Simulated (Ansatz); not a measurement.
**ZrO2 on a mismatched substrate**

The calculation used Ansatz, DFT r2SCAN, scalar-relativistic, plane waves, PAW. Settings: 500 eV cutoff, 6×6×6 k-mesh, Gaussian smearing of 0.02 eV, no spin polarisation.

The relaxed crystal:

```yaml
crystal:
  lattice:
    - [3.60135, 0.00000, 0.00000]
    - [0.00000, 3.60135, 0.00000]
    - [0.00000, 0.00000, 5.22797]
  atoms:
    - { symbol: Zr, position: [0.00000, 0.00000, 0.00000] }
    - { symbol: Zr, position: [0.50000, 0.50000, 0.50000] }
    - { symbol: O, position: [0.00000, 0.50000, 0.30321] }
    - { symbol: O, position: [0.00000, 0.50000, 0.80321] }
    - { symbol: O, position: [0.50000, 0.00000, 0.69679] }
    - { symbol: O, position: [0.50000, 0.00000, 0.19679] }
```

The a-b plane is strained alike in both directions, as on a substrate, while c and the atoms relax within the symmetry that the strain leaves. Stress is positive in compression; energies are free energies at the smearing used, per atom.

```csv
strain (%),c (Å),σ in plane (GPa),ΔE (meV/atom)
-4.5,5.3656,29.42,88.55
-3.0,5.3093,18.89,38.45
-1.5,5.2645,9.05,9.37
+0.0,5.2280,0.00,0.00
+1.5,5.1980,-8.24,8.92
+3.0,5.1718,-15.70,34.73
+4.5,5.1531,-22.32,76.06
```

Q: Get the biaxial modulus twice, from the stresses and from the energies of the innermost pair.

A: From stress: M = −Δσ/Δε = (9.05 − (-8.24)) / 0.030 = 576 GPa. Two in-plane directions each store σε/2, so the energy density is Mε²: M = (mean ΔE)/(V ε²) = 9.14 meV / (11.301 Å³ × 0.015²) × 0.16022 GPa Å³/meV = 576 GPa. The two agree.

Q: How well does Mε², with M from the stresses, predict the outermost points?

A: 82.3 meV predicted against 88.5 computed at -4.5 %; 82.3 meV predicted against 76.1 computed at +4.5 %. Compression costs more than stretching, the usual sign of bonds that stiffen as they shorten.

Q: How does c respond, and up to what thickness can a film with 1 % or 2 % misfit stay coherent on a thick substrate?

A: c answers with ε_c = −0.42 ε. In an isotropic solid that ratio is 2ν/(1 − ν), so ν = r/(2 + r) = 0.17. A film of thickness h stores Mε²h per area, 57.6 mJ/m² per nm at 1 %. The Matthews–Blakeslee balance for pure edge misfit dislocations, h = b/(8πf(1 + ν)) × (ln(h/b) + 1), with b taken as the in-plane vector a = 3.60 Å, solved by iteration, gives 4.2 nm at f = 1 % and 1.5 nm at 2 %. This is an isotropic estimate in which the moduli cancel; the real Burgers vector, glide system, anisotropy and slow kinetics can shift it by a factor of a few, mostly upward.

This form isn't the usual stable structure of the compound.